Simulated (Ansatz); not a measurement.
Co:

```
CELL_PARAMETERS angstrom
2.47056 0.00000 0.00000
-1.23528 2.13957 0.00000
0.00000 0.00000 8.08823
ATOMIC_POSITIONS crystal
Co 0.66667 0.33333 0.75000
Co 0.00000 0.00000 0.50000
Co 0.33333 0.66667 0.25000
Co 0.00000 0.00000 0.00000
```

Alike in all runs: program Ansatz 0.2.0; functional PBE; potentials or basis Ansatz PAW; cutoff 420 eV (not typed: the program's choice for these potentials); k mesh 10 × 10 × 3; occupations fermi-dirac, width 0.05 eV.

Task: Only the start or the spin constraint differs. Which run ends lowest in energy?
A. collinear spin, ferromagnetic start of up to 0.5 μB; fixed moment 2
B. collinear spin, program default start; fixed moment 0
C. collinear spin, ferromagnetic start of up to 1.5 μB; fixed moment 6
D. collinear spin, ferromagnetic start of up to 1 μB; fixed moment 4
E. collinear spin, ferromagnetic start of up to 2 μB; fixed moment 8
F. collinear spin, ferromagnetic start of up to 2.5 μB; fixed moment 10

Result: C.

| start | free energy over the lowest (meV/atom) | net moment (μB) | site or absolute moments (μB) | gap |
| --- | --- | --- | --- | --- |
| collinear spin, program default start; fixed moment 0 | 183.7 | 0.00 | - | - |
| collinear spin, ferromagnetic start of up to 2.5 μB; fixed moment 10 | 677.5 | 10.00 | Co +2.42, +2.41 | - |
| collinear spin, ferromagnetic start of up to 1.5 μB; fixed moment 6 | 0.0 | 6.00 | Co +1.59, +1.56 | - |
| collinear spin, ferromagnetic start of up to 0.5 μB; fixed moment 2 | 158.4 | 2.00 | Co +0.09, +0.97 | - |
| collinear spin, ferromagnetic start of up to 3 μB; fixed moment 12 | 1864.9 | 12.00 | Co +2.80, +2.78 | - |
| collinear spin, ferromagnetic start of up to 2 μB; fixed moment 8 | 107.1 | 8.00 | Co +2.03, +2.01 | - |
| collinear spin, ferromagnetic start of up to 4 μB; fixed moment 16 | 6001.1 | 16.00 | Co +3.53 | - |
| collinear spin, ferromagnetic start of up to 1 μB; fixed moment 4 | 97.7 | 4.00 | Co +0.81, +1.31 | - |

All polarised runs hold their moment fixed, so the table maps the energy against it. A still lower state may exist.

Caveats: the total moment is fixed, so each spin has its own Fermi level.
